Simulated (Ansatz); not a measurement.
Input and command of a plane-wave DFT calculation in Ansatz:

```yaml
crystal:
  lattice:
    - [3.0647270282, -0.0712663143, -0.1705665205]
    - [-1.5940819527, 2.7306493813, 0.0283236403]
    - [-0.2939895245, -0.1133638318, 5.5266712935]
  atoms:
    - { symbol: Hf, position: [0.6647500309, 0.3354395762, 0.7477724751] }
    - { symbol: Hf, position: [0.3357759879, 0.6654938087, 0.24938736] }
    - { symbol: "N", position: [-0.0017342843, 0.0017210847, 0.0017705638] }
    - { symbol: "N", position: [0.0012082655, -0.0026544696, 0.5010696011] }
basis:
  ecutwfc: 420
kpoints:
  mp_grid: { grid: [12, 12, 6] }
hamiltonian:
  xc: pbesol
scf:
  occupations: { method: gaussian, width: 0.15 }
output:
  forces: true
  stress: true
  eigenvalues: true
```

```bash
ansatz run input.yaml --threads 2 --pin off --max-ram 5120MiB --backend cpu --events-out ev --progress --plain --runs-dir out
```

Processor: Arm Neoverse V2, 2 threads, on a host shared with other jobs.

**Question.** How long does it run, and how much memory does it take?

**Answer.** About 31 s on 2 threads of Arm Neoverse V2, with other jobs on the host, peak memory 0.76 GiB. It solves 38 bands at 436 k points (the mesh reduced by symmetry) with about 873 plane waves, in 8 SCF iterations.
